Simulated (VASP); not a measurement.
# Te2Mo (P6_3/mmc) in VASP: notebook, part 2 of 2

VASP 6.6.1.

### 3 Relaxation of the atoms, rev-vdW-DF2

INCAR

```
AGGAC = 0.0 ; ALGO = Fast
EDIFF = 1E-6 ; EDIFFG = -0.005
ENCUT = 520 ; GGA = MK
IBRION = 2 ; ISIF = 2
ISMEAR = 0 ; KPAR = 2
LASPH = T ; LCHARG = F
LREAL = F ; LUSE_VDW = T
LWAVE = F ; NELM = 100
NSW = 40 ; PARAM1 = 0.1234
PARAM2 = 0.711357 ; PREC = Accurate
SIGMA = 0.05 ; ZAB_VDW = -1.8867
```

KPOINTS

```
k-points
0
Gamma
  10 10 3
```

POSCAR

```
Te2Mo
1.0
    3.5182000000      0.0000000000      0.0000000000
   -1.7591000000      3.0468505800      0.0000000000
    0.0000000000      0.0000000000     13.9736000000
Te Mo
4 2
Direct
    0.3333333300      0.6666666700      0.6210000000
    0.6666666700      0.3333333300      0.1210000000
    0.3333333300      0.6666666700      0.8790000000
    0.6666666700      0.3333333300      0.3790000000
    0.3333333300      0.6666666700      0.2500000000
    0.6666666700      0.3333333300      0.7500000000
```

Potentials or basis: VASP PAW PBE potentials, release 64 (Te, Mo_sv).

On the command line:

```console
$ cat potpaw_PBE.64/Te/POTCAR potpaw_PBE.64/Mo_sv/POTCAR > POTCAR
$ mpirun -np 2 vasp_std > vasp.out
```

OUTCAR:

```text
EDIFF = 1E-6
   EDIFFG = -0.005
   ENCUT = 520
   GGA = MK
   IBRION = 2
   ISIF = 2
   ISMEAR = 0
   LASPH = T
   LREAL = F
   NELM = 100
   NSW = 40
   PREC = Accurate

 ion  position               nearest neighbor table
   1  0.333  0.667  0.621-   6 2.72   6 2.72   6 2.72   3 3.61
   2  0.667  0.333  0.121-   5 2.72   5 2.72   5 2.72   4 3.61
   3  0.333  0.667  0.879-   6 2.72   6 2.72   6 2.72   1 3.61
   4  0.667  0.333  0.379-   5 2.72   5 2.72   5 2.72   2 3.61
   5  0.333  0.667  0.250-   2 2.72   4 2.72   2 2.72   4 2.72   2 2.72   4 2.72
   6  0.667  0.333  0.750-   1 2.72   3 2.72   1 2.72   3 2.72   1 2.72   3 2.72

  LATTYP: Found a hexagonal cell.
 ALAT       =     3.5182000000
 C/A-ratio  =     3.9718037633

  Lattice vectors:

 A1 = (   3.5182000000,   0.0000000000,   0.0000000000)
 A2 = (  -1.7591000000,   3.0468505800,   0.0000000000)
 A3 = (   0.0000000000,   0.0000000000,  13.9736000000)

Analysis of symmetry for initial positions (statically):
=====================================================================
 Subroutine PRICEL returns:
[... 190 lines left out ...]

  FORCE on cell =-STRESS in cart. coord.  units (eV):
  Direction    XX          YY          ZZ          XY          YZ          ZX
  --------------------------------------------------------------------------------------
  -------------------------------------------------------------------------------------
  Total        1.4073258      1.4073258      2.0481041      0.0000000      0.0000000      0.0000000
  in kB       15.0530761     15.0530762     21.9069853      0.0000000      0.0000000      0.0000000
  external PRESSURE =      17.3377125 kB  Pullay stress =       0.0000000 kB
[... 71 lines left out ...]
--------------------------------------- Ionic step        3  -------------------------------------------

 number of electron      51.9999997 magnetization

 Free energy of the ion-electron system (eV)
  ---------------------------------------------------
  ext. energy  EPLUGINS =         0.00000000
  ---------------------------------------------------
  free energy    TOTEN  =       -24.33085434 eV

  energy without entropy =      -24.33085434  energy(sigma->0) =      -24.33085434

 E-fermi :   8.3608     XC(G=0): -10.5029

 val. band max:        8.0431565660   @ k =   0.0000   0.0000   0.0000
 cond. band min:       8.7167683932   @ k =   0.2000   0.2000   0.0000
 fundamental gap:      0.6736118272
 Fermi energy:         8.3608021005

 k-point     1 :       0.0000    0.0000    0.0000
  band No.  band energies     occupation
      1     -52.7267      2.00000
      2     -52.7267      2.00000
      3     -26.9142      2.00000
      4     -26.9142      2.00000
      5     -26.7797      2.00000
      6     -26.7797      2.00000
[... 805 lines left out ...]
     30       9.7473      0.00000
     31      10.5781      0.00000

 [... further k-points ...]

------------------------ aborting loop because EDIFF is reached ----------------------------------------

  FORCE on cell =-STRESS in cart. coord.  units (eV):
  Direction    XX          YY          ZZ          XY          YZ          ZX
  --------------------------------------------------------------------------------------
  -------------------------------------------------------------------------------------
  Total        0.7824569      0.7824569      0.4323150      0.0000000     -0.0000000      0.0000000
  in kB        8.3693359      8.3693359      4.6241394      0.0000000     -0.0000000      0.0000000
  external PRESSURE =       7.1209371 kB  Pullay stress =       0.0000000 kB
[... 25 lines left out ...]
  energy  without entropy=      -24.3308543412  energy(sigma->0) =      -24.33085434

Total vdW correction in eV:      7.4788641

 reached required accuracy - stopping structural energy minimisation
```

CONTCAR:

```text
Te2Mo
   1.00000000000000
     3.5182000000000002    0.0000000000000000    0.0000000000000000
    -1.7591000000000001    3.0468505800000001    0.0000000000000000
     0.0000000000000000    0.0000000000000000   13.9735999999999994
  Te              Mo
     4     2
Direct
     0.3333333300000021    0.6666666699999979    0.6197589124315954
     0.6666666699999979    0.3333333300000021    0.1197589124315954
     0.3333333300000021    0.6666666699999979    0.8802410875684046
     0.6666666699999979    0.3333333300000021    0.3802410875684046
     0.3333333300000021    0.6666666699999979    0.2500000000000000
     0.6666666699999979    0.3333333300000021    0.7500000000000000

  0.00000000E+00  0.00000000E+00  0.00000000E+00
  0.00000000E+00  0.00000000E+00  0.00000000E+00
  0.00000000E+00  0.00000000E+00  0.00000000E+00
  0.00000000E+00  0.00000000E+00  0.00000000E+00
  0.00000000E+00  0.00000000E+00  0.00000000E+00
  0.00000000E+00  0.00000000E+00  0.00000000E+00
```

Wall time 9.4 min (2 MPI ranks of Intel Xeon Platinum 8259CL at 2.50GHz (Skylake/Cascade Lake), shared host); peak memory 0.75 GiB.

Results:

```
Free energy               : -24.3309 eV
Energy gained by relaxing : 1.4 meV/atom
Ionic steps               : 3
Pressure after relaxing   : 0.7 GPa
Band gap on the k mesh    : 0.67 eV, indirect (least direct gap 1.15 eV)
```

The path:
```csv
step,energy change (eV),largest force (eV/Å),pressure (GPa)
1,0.0000,0.2482,1.73
2,-0.0077,0.0756,1.02
3,-0.0085,0.0003,0.71
```

Final structure:
```
Te Mo
1.0
     3.51820    0.00000    0.00000
    -1.75910    3.04685    0.00000
     0.00000    0.00000   13.97360
Te Mo
4 2
Direct
  0.33333 0.66667 0.61976
  0.66667 0.33333 0.11976
  0.33333 0.66667 0.88024
  0.66667 0.33333 0.38024
  0.33333 0.66667 0.25000
  0.66667 0.33333 0.75000
```

Levels at points of the mesh, in eV from the valence-band top:
| k point | band 23 | band 24 | band 25 | band 26 | band 27 | band 28 | band 29 | band 30 |
| --- | --- | --- | --- | --- | --- | --- | --- | --- |
| (0.00, 0.00, 0.00) | -0.96 | -0.96 | -0.30 | 0.00 | 2.88 | 2.88 | 3.03 | 3.03 |
| (0.50, 0.00, 0.00) | -0.98 | -0.93 | -0.57 | -0.25 | 1.28 | 1.34 | 1.44 | 1.79 |

Caveat: the PAW data sets were made with another functional, which shifts forces and pressure a little; spin-orbit coupling is left out, which moves the levels of the heavy elements; an odd mesh through Γ misses points on the zone boundary, where band edges often lie.

### 4 Relaxation of the atoms, PBE+D3(BJ)

INCAR

```
SYSTEM = Te2Mo
PREC = Accurate
ENCUT = 520
EDIFF = 1E-7
ISMEAR = 0
SIGMA = 0.05
LREAL = .False.
LASPH = .True.
NELM = 100
ALGO = Normal
ISIF = 2
LWAVE = .False.
LCHARG = .False.
GGA = PE
IVDW = 12
IBRION = 2
NSW = 40
EDIFFG = -0.005
KPAR = 2
```

KPOINTS

```
Automatic mesh
0
Gamma
  10 10 3
  0 0 0
```

POSCAR is that of step 3.

On the command line:

```console
$ cat potpaw_PBE.64/Te/POTCAR potpaw_PBE.64/Mo_sv/POTCAR > POTCAR
$ mpirun -np 2 vasp_std > vasp.out
```

Wall time 2.5 min (2 MPI ranks of Intel Xeon 6975P-C (Granite Rapids), shared host); peak memory 0.34 GiB.

Results (log left out):

| Property | Result |
| --- | --- |
| Free energy | -39.2116 eV |
| Energy gained by relaxing | 0.8 meV/atom |
| Ionic steps | 3 |
| Pressure after relaxing | -1.3 GPa |
| Band gap on the k mesh | 0.70 eV, indirect (least direct gap 1.15 eV) |
| Dispersion energy per atom | -0.537 eV |

Forces in eV/Å, atoms in the order of the input:
```
Te   0.000  0.000  0.003
Te   0.000  0.000  0.003
Te   0.000  0.000 -0.003
Te   0.000  0.000 -0.003
Mo   0.000  0.000  0.000
Mo   0.000  0.000  0.000
```

Step by step:
```
step  energy change (eV)  largest force (eV/Å)  pressure (GPa)
   1              0.0000                0.1808           -0.52
   2             -0.0041                0.0553           -1.03
   3             -0.0045                0.0030           -1.27
```

Final structure:
```
Te Mo
1.0
     3.51820    0.00000    0.00000
    -1.75910    3.04685    0.00000
     0.00000    0.00000   13.97360
Te Mo
4 2
Direct
  0.33333 0.66667 0.62008
  0.66667 0.33333 0.12008
  0.33333 0.66667 0.87992
  0.66667 0.33333 0.37992
  0.33333 0.66667 0.25000
  0.66667 0.33333 0.75000
```

Levels at points of the mesh, in eV from the valence-band top:
```tsv
k point	band 24	band 25	band 26	band 27	band 28	band 29
(0.00, 0.00, 0.00)	-0.97	-0.31	0.00	2.90	2.90	3.04
(0.50, 0.00, 0.00)	-0.94	-0.58	-0.27	1.29	1.35	1.46
```

Caveat: spin-orbit coupling is left out, which moves the levels of the heavy elements; an odd mesh through Γ misses points on the zone boundary, where band edges often lie.

### 5 Relaxation of the atoms, LDA

INCAR

```
ALGO = Normal ; EDIFF = 1E-6
EDIFFG = -0.02 ; ENCUT = 520
IBRION = 2 ; ISIF = 2
ISMEAR = 0 ; KPAR = 2
LASPH = T ; LCHARG = F
LREAL = F ; LWAVE = F
NELM = 60 ; NSW = 40
PREC = Accurate ; SIGMA = 0.05
```

KPOINTS

```
k-points
0
Gamma
  10 10 3
```

POSCAR is that of step 4.

Potentials or basis: VASP PAW LDA potentials, release 64 (Te, Mo_sv).

On the command line:

```console
$ cat potpaw_LDA.64/Te/POTCAR potpaw_LDA.64/Mo_sv/POTCAR > POTCAR
$ mpirun -np 2 vasp_std > vasp.out
```

Run time: 77 s. Hardware: 2 MPI ranks of Intel Xeon 6975P-C (Granite Rapids), shared host; peak memory 0.28 GiB.

Results (log left out):

```
Free energy               : -41.2332 eV
Energy gained by relaxing : 1.4 meV/atom
Ionic steps               : 3
Pressure after relaxing   : -1.8 GPa
Band gap on the k mesh    : 0.68 eV, indirect (least direct gap 1.15 eV)
```

Stress tensor (GPa, compression positive):
```
-2.20  0.00  0.00
 0.00 -2.20  0.00
 0.00  0.00 -0.88
```

The path:
```tsv
step	energy change (eV)	largest force (eV/Å)	pressure (GPa)
1	0.0000	0.2394	-2.80
2	-0.0074	0.0781	-2.09
3	-0.0082	0.0009	-1.76
```

Final structure:
```
CELL_PARAMETERS angstrom
3.51820 0.00000 0.00000
-1.75910 3.04685 0.00000
0.00000 0.00000 13.97360
ATOMIC_POSITIONS crystal
Te 0.33333 0.66667 0.62221
Te 0.66667 0.33333 0.12221
Te 0.33333 0.66667 0.87779
Te 0.66667 0.33333 0.37779
Mo 0.33333 0.66667 0.25000
Mo 0.66667 0.33333 0.75000
```

Levels at points of the mesh, in eV from the valence-band top:
```tsv
k point	band 22	band 23	band 24	band 25	band 26	band 27	band 28	band 29	band 30	band 31
(0.00, 0.00, 0.00)	-1.11	-1.11	-1.07	-0.33	0.00	2.88	2.88	3.00	3.00	3.13
(0.50, 0.00, 0.00)	-1.79	-1.04	-0.99	-0.66	-0.39	1.20	1.25	1.41	1.72	2.59
```

Caveat: spin-orbit coupling is left out, which moves the levels of the heavy elements; an odd mesh through Γ misses points on the zone boundary, where band edges often lie.

### 6 Overview

```tsv
level	potentials or basis	gap on the mesh (eV)	pressure (GPa)
optB88-vdW	VASP PAW PBE potentials, release 64 (Te, Mo_sv)	0.69	2.3
rev-vdW-DF2	VASP PAW PBE potentials, release 64 (Te, Mo_sv)	0.67	0.7
PBE+D3(BJ)	VASP PAW PBE potentials, release 64 (Te, Mo_sv)	0.70	-1.3
LDA	VASP PAW LDA potentials, release 64 (Te, Mo_sv)	0.68	-1.8
```

Alike in all rows: task relaxation of the atoms; no spin polarisation; cell atoms relaxed; k mesh 10 × 10 × 3; cutoff (eV) 520; smearing gaussian 0.05 eV.

Caveats: spin-orbit coupling is left out, which moves the levels of the heavy elements; an odd mesh through Γ misses points on the zone boundary, where band edges often lie; the PAW data sets were made with another functional, which shifts forces and pressure a little (some runs).

Absolute energies hang on the potentials; compare differences alone.

### 7 Against experiment

Step 2. The gap isn't set beside the deposited one, since this odd mesh misses points on the zone boundary.

Step 3. The gap isn't set beside the deposited one, since this odd mesh misses points on the zone boundary.

Step 4. The gap isn't set beside the deposited one, since this odd mesh misses points on the zone boundary.

Step 5. The gap isn't set beside the deposited one, since this odd mesh misses points on the zone boundary.
